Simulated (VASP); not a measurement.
# Ru in VASP: relaxation of the atoms with PBE

Aim: the relaxation of the atoms of Ru with PBE.

All numbers are computed with VASP 6.6.1; they aren't measurements. Logs are shortened: lines on timing, memory, paths and dates and some standing lists are left out, and cuts for length are marked.

## 1. The slab as given

The cell holds a slab with vacuum, 4 atoms: a = 2.719 Å, b = 2.719 Å, c = 27.826 Å, α = 90.00°, β = 90.00°, γ = 120.00°.

The cell was built by a generator and needn't be a form met in nature.

## 2. Relaxation of the atoms, PBE

The input, INCAR:

```
SYSTEM = Ru
  ALGO = Normal
  DIPOL = 0.5 0.5 0.500
  EDIFF = 1E-6
  EDIFFG = -0.02
  ENCUT = 520
  GGA = PE
  IBRION = 2
  IDIPOL = 3
  ISIF = 2
  ISMEAR = 1
  LASPH = .True.
  LCHARG = .False.
  LDIPOL = .True.
  LREAL = .False.
  LWAVE = .False.
  NELM = 120
  NSW = 90
  PREC = Accurate
  SIGMA = 0.1
```

The input, KPOINTS:

```
k-points
0
Gamma
  14 14 1
  0 0 0
```

The input, POSCAR:

```
Ru
1.0
    2.7193470000      0.0000000000      0.0000000000
   -1.3596735000      2.3550235400      0.0000000000
    0.0000000000      0.0000000000     27.8262814600
Ru
4
Selective dynamics
Direct
    0.3333330000      0.6666670000      0.3842003200  F F F
    0.6666670000      0.3333330000      0.4614001100  T T T
    0.3333330000      0.6666670000      0.5385998900  T T T
    0.6666670000      0.3333330000      0.6157996800  T T T
```

Potentials or basis: VASP PAW PBE potentials, release 64 (Ru_pv).

Started as:

```bash
cat potpaw_PBE.64/Ru_pv/POTCAR > POTCAR
mpirun -np 1 vasp_std > vasp.out
```

OUTCAR:

```text
SYSTEM = Ru
   EDIFF = 1E-6
   EDIFFG = -0.02
   ENCUT = 520
   GGA = PE
   IBRION = 2
   ISIF = 2
   ISMEAR = 1
   LASPH = .True.
   LREAL = .False.
   NELM = 120
   NSW = 90
   PREC = Accurate

 ion  position               nearest neighbor table
   1  0.333  0.667  0.384-   2 2.66   2 2.66   2 2.66
   2  0.667  0.333  0.461-   3 2.66   3 2.66   1 2.66   1 2.66   3 2.66   1 2.66
   3  0.333  0.667  0.539-   2 2.66   2 2.66   4 2.66   4 2.66   2 2.66   4 2.66
   4  0.667  0.333  0.616-   3 2.66   3 2.66   3 2.66

  LATTYP: Found a hexagonal cell.
 ALAT       =     2.7193470000
 C/A-ratio  =    10.2327071389

  Lattice vectors:

 A1 = (   2.7193470000,   0.0000000000,   0.0000000000)
 A2 = (  -1.3596735000,   2.3550235400,   0.0000000000)
 A3 = (   0.0000000000,   0.0000000000,  27.8262814600)

Analysis of symmetry for initial positions (statically):
=====================================================================
 Subroutine PRICEL returns:
 Original cell was already a primitive cell.

 Routine SETGRP: Setting up the symmetry group for a
 hexagonal supercell.

 Subroutine GETGRP returns: Found 12 space group operations
 (whereof 12 operations were pure point group operations)
 out of a pool of 24 trial point group operations.

The static configuration has the point symmetry D_3d.

Analysis of symmetry for dynamics (positions and initial velocities):
=====================================================================
 Subroutine PRICEL returns:
 Original cell was already a primitive cell.

 Routine SETGRP: Setting up the symmetry group for a
 hexagonal supercell.

 Subroutine GETGRP returns: Found 12 space group operations
 (whereof 12 operations were pure point group operations)
 out of a pool of 24 trial point group operations.

The dynamic configuration has the point symmetry D_3d.

Analysis of constrained symmetry for selective dynamics:
=====================================================================
 Subroutine PRICEL returns:
 Original cell was already a primitive cell.

 Routine SETGRP: Setting up the symmetry group for a
 hexagonal supercell.
[... 146 lines left out ...]

--------------------------------------- Ionic step        1  -------------------------------------------

 number of electron      56.0000013 magnetization

 Free energy of the ion-electron system (eV)
  ---------------------------------------------------
  ext. energy  EPLUGINS =         0.00000000
  ---------------------------------------------------
  free energy    TOTEN  =       -34.75506556 eV

  energy without entropy =      -34.75973646  energy(sigma->0) =      -34.75662253

------------------------ aborting loop because EDIFF is reached ----------------------------------------

  FORCE on cell =-STRESS in cart. coord.  units (eV):
  Direction    XX          YY          ZZ          XY          YZ          ZX
  --------------------------------------------------------------------------------------
  -------------------------------------------------------------------------------------
  Total       -3.8178337     -3.8178336     -3.3313556     -0.0000000      0.0000000     -0.0000000
  in kB      -34.3251572    -34.3251559    -29.9513580     -0.0000000      0.0000000     -0.0000000
  external PRESSURE =     -32.8672237 kB  Pullay stress =       0.0000000 kB
[... 103 lines left out ...]
 number of electron      56.0000014 magnetization

------------------------ aborting loop because EDIFF is reached ----------------------------------------

 vacuum level on the upper side and lower side of the slab       (xc-potential included)        -0.020         0.006

  FORCE on cell =-STRESS in cart. coord.  units (eV):
  Direction    XX          YY          ZZ          XY          YZ          ZX
  --------------------------------------------------------------------------------------
  -------------------------------------------------------------------------------------
  Total       -3.3207125     -3.3207123     -2.1984753      0.0000000      0.0000000     -0.0000000
  in kB      -29.8556684    -29.8556673    -19.7659242      0.0000000      0.0000000     -0.0000000
  external PRESSURE =     -26.4924200 kB  Pullay stress =       0.0000000 kB
[... 171 lines left out ...]
  FREE ENERGIE OF THE ION-ELECTRON SYSTEM (eV)
  ---------------------------------------------------
  free  energy   TOTEN  =       -34.8081094420 eV

  energy  without entropy=      -34.8072356211  energy(sigma->0) =      -34.80781817

 dipolmoment           0.000000      0.000000     -0.000007 electrons x Angstroem

--------------------------------------- Ionic step        9  -------------------------------------------

 number of electron      56.0000016 magnetization

 dipolmoment           0.000000      0.000000      0.000009 electrons x Angstroem

 Free energy of the ion-electron system (eV)
  ---------------------------------------------------
  ext. energy  EPLUGINS =         0.00000000
  ---------------------------------------------------
  free energy    TOTEN  =       -34.80848110 eV

  energy without entropy =      -34.80728039  energy(sigma->0) =      -34.80808087

 E-fermi :   0.4748     XC(G=0):  -5.0380

 val. band max:        0.4716246172   @ k =   0.2857   0.0714   0.0000
 cond. band min:       0.4796656718   @ k =   0.2143  -0.0000   0.0000
 fundamental gap:      0.0080410547
 Fermi energy:         0.4747524772

 k-point     1 :       0.0000    0.0000    0.0000
  band No.  band energies     occupation
      1     -43.1511      2.00000
      2     -42.7537      2.00000
      3     -42.3599      2.00000
      4     -42.3599      2.00000
      5     -42.2832      2.00000
      6     -42.2832      2.00000
[... 853 lines left out ...]
     32       1.7270     -0.00000
     33       7.1419      0.00000

------------------------ aborting loop because EDIFF is reached ----------------------------------------

 vacuum level on the upper side and lower side of the slab       (xc-potential included)        -0.010        -0.011

  FORCE on cell =-STRESS in cart. coord.  units (eV):
  Direction    XX          YY          ZZ          XY          YZ          ZX
  --------------------------------------------------------------------------------------
  -------------------------------------------------------------------------------------
  Total       -2.7185750     -2.7185749     -0.0637936     -0.0000000      0.0000000      0.0000000
  in kB      -24.4420058    -24.4420049     -0.5735517     -0.0000000      0.0000000      0.0000000
  external PRESSURE =     -16.4858541 kB  Pullay stress =       0.0000000 kB
[... 19 lines left out ...]
  FREE ENERGIE OF THE ION-ELECTRON SYSTEM (eV)
  ---------------------------------------------------
  free  energy   TOTEN  =       -34.8084811012 eV

  energy  without entropy=      -34.8072803931  energy(sigma->0) =      -34.80808087

 reached required accuracy - stopping structural energy minimisation

 vacuum level on the upper side and lower side of the slab         5.504         5.503
```

OSZICAR:

```text
N       E                     dE             d eps       ncg     rms          rms(c)
DAV:   1     0.520400801508E+03    0.52040E+03   -0.35161E+04  2104   0.154E+03
DAV:   2    -0.202870577942E+02   -0.54069E+03   -0.53176E+03  1790   0.441E+02
DAV:   3    -0.369544781716E+02   -0.16667E+02   -0.16028E+02  2051   0.727E+01
[... 120 lines left out ...]
DAV:   5    -0.348085062009E+02    0.88899E-04   -0.72609E-04  1978   0.197E-01    0.494E-02
DAV:   6    -0.348084915466E+02    0.14654E-04   -0.33233E-04  2111   0.137E-01    0.295E-02
DAV:   7    -0.348084849729E+02    0.65737E-05   -0.11334E-04  2038   0.981E-02    0.172E-02
DAV:   8    -0.348084811766E+02    0.37963E-05   -0.37787E-05  1876   0.448E-02    0.401E-03
DAV:   9    -0.348084811012E+02    0.75405E-07   -0.12845E-06   905   0.951E-03
   9 F= -.34808481E+02 E0= -.34808081E+02  d E =-.111869E-03
```

Wall time 26 min (1 thread of AMD EPYC 7R43 (Zen 3), shared host); peak memory 0.29 GiB.

Results:

* Free energy: -34.8085 eV
* Energy gained by relaxing: 13.4 meV/atom
* Ionic steps: 9
* Band gap on the k mesh: none (metal or under the smearing width)

Step by step:
```csv
step,energy change (eV),largest force (eV/Å),pressure (GPa)
1,0.0000,0.6949,-3.29
2,-0.0297,0.5322,-2.86
3,-0.0302,0.5098,-2.78
4,-0.0353,0.4506,-2.65
5,-0.0470,0.2649,-2.23
6,-0.0522,0.1408,-1.34
7,-0.0533,0.0553,-1.62
8,-0.0530,0.0978,-1.70
9,-0.0534,0.0036,-1.65
```

Final structure:
```yaml
crystal:
  lattice:
    - [2.71935, 0.00000, 0.00000]
    - [-1.35967, 2.35502, 0.00000]
    - [0.00000, 0.00000, 27.82628]
  atoms:
    - { symbol: Ru, position: [0.33333, 0.66667, 0.38420] }
    - { symbol: Ru, position: [0.66667, 0.33333, 0.45871] }
    - { symbol: Ru, position: [0.33333, 0.66667, 0.53640] }
    - { symbol: Ru, position: [0.66667, 0.33333, 0.61092] }
```
